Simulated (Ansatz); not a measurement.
# CaO: the cell at several levels of theory

The task here is to estimate one member of a computed series from the others.

Code: Ansatz 0.2.0. PAW datasets, plane waves, zero pressure. Spin-unpolarised throughout. Whether this structure exists isn't addressed.

## The structure to begin with

This is the cell as the run starts from it, not yet at rest; its lengths are not the crystal's.

The symmetry is Pm-3m (No. 221, cubic); conventional cell a = 2.871 Å, 11.83 Å³ an atom. Around Ca lie 8 O at 2.49 Å; around O lie 8 Ca at 2.49 Å.

The structure in full:

```
CELL_PARAMETERS angstrom
2.87111 0.00000 0.00000
0.00000 2.87111 0.00000
0.00000 0.00000 2.87111
ATOMIC_POSITIONS crystal
Ca 0.00000 0.00000 0.00000
O 0.50000 0.50000 0.50000
```

The first run:

Contents of input.yaml:

```yaml
crystal:
  lattice:
    - [2.8711074631, 0.0, 0.0]
    - [0.0, 2.8711074631, 0.0]
    - [0.0, 0.0, 2.8711074631]
  atoms:
    - { symbol: Ca, position: [0.0, 0.0, 0.0] }
    - { symbol: O, position: [0.5, 0.5, 0.5] }
kpoints:
  mp_grid: { grid: [8, 8, 8] }
hamiltonian:
  xc: pbe
scf:
  occupations: { method: fermi_dirac, width: 0.02 }
relax:
  f_tol: 0.005
  cell: {}
```

On the command line:

```console
$ ansatz run input.yaml --threads 2 --pin off --max-ram 2211MiB --backend cpu --events-out ev --progress --plain --runs-dir out
```

Among the steps run: Relaxing with PBE; Relaxation with r2SCAN; Relaxation with PBEsol; LDA: cell and atoms; HSE06: cell and atoms.

One of the session's tables, all rows but one given; the rest of the session is left out.

It belongs to the step «The cells side by side». 

```
 level  a (Å)  volume (Å³/atom)
   PBE  2.934            12.627
r2SCAN  2.903            12.235
PBEsol  2.888            12.047
   LDA      ?                 ?
 HSE06  2.907            12.280
```

Q: Estimate the row for LDA from the others.

The run gave: a (Å): 2.848; volume (Å³/atom): 11.548. In the column «a (Å)» it is the lowest.

What this shows: The first relaxation changed the volume by +6.7 % from the start. The volume runs from LDA (least) to PBE (most), a spread of 9.3 %, or 3.0 % in length if all axes shared it alike. The meshes differ: PBE 8×8×8, r2SCAN 8×8×8, PBEsol 8×8×8, LDA 8×8×8, HSE06 6×6×6.
